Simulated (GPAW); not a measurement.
Runs of GPAW 26.7.0 on Si2Mo. Symmetry: I4/mmm, No. 139, tetragonal system. Conventional cell: a = 3.200 Å, b = 3.200 Å, c = 7.861 Å, α = 90.00°, β = 90.00°, γ = 90.00°. Mo (site symmetry 4/mmm) has 10 Si at 2.62 Å as nearest neighbours. Around Si (site symmetry 4mm) lie 5 Si at 2.61 to 2.63 Å and 5 Mo at 2.62 Å. 

```tsv
task	level	potentials or basis	smearing	band path	band points	gap on the mesh (eV)	pressure (GPa)	largest force (eV/Å)
single point	PBE	GPAW PAW data sets (gpaw-data 1.2.1), pw	gaussian 0.016 eV	-	-	none	2.8	0.26
single point	PBE	GPAW PAW data sets (gpaw-data 1.2.1), pw	gaussian 0.028 eV	-	-	none	2.8	0.26
band structure	LDA	the program's PAW data sets (release 1.2.1) made for this functional, pw	fermi-dirac 0.05 eV	GXYSGZS1NPY1Z,XP	60	-	-5.7	(a)
single point	PBE	GPAW PAW data sets (gpaw-data 1.2.1), pw	gaussian 0.027 eV	-	-	none	2.8	0.26
single point	PBE	GPAW PAW data sets (gpaw-data 1.2.1), pw	gaussian 0.03 eV	-	-	none	2.8	0.26
```

Alike in all rows: no spin polarisation; cell as given; k mesh 12 × 12 × 12; cutoff (eV) 600.

Task: Fill in the values left out.

Result: (a) 0.37.

A k mesh can miss the band edges, and the runs leave out spin-orbit coupling on Mo.

A gap of «none» marks a metal or a gap under the smearing width.
